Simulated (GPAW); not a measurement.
The system is La.

```
CELL_PARAMETERS angstrom
-2.12383 2.12383 2.12383
2.12383 -2.12383 2.12383
2.12383 2.12383 -2.12383
ATOMIC_POSITIONS crystal
La 0.00000 0.00000 0.00000
```

This isn't the form of La at room conditions, which is double hcp.

Base run:

* Program: GPAW 26.7.0
* Functional: PBE
* Potentials or basis: GPAW PAW data sets (gpaw-data 1.2.1)
* Cutoff: 800 eV
* Basis: pw
* k mesh: 9 × 9 × 9
* Occupations: fermi-dirac, width 0.05 eV
* Spin: no spin polarisation
* Hubbard terms: La f U = 1 eV

Its results: band gap on the k mesh none (metal or under the smearing width); pressure -0.3 GPa.

Question: The run is repeated on the same cell with these changes: hubbard terms from La f U = 1 eV to La f U = 8 eV. What comes out?

Answer: Band gap on the k mesh none (metal or under the smearing width); pressure 0.4 GPa.

Caveats: one-centre terms of the f shell are cut off; U without spin polarisation on a metal has little footing; the U is typed as a test and isn't derived for this compound.
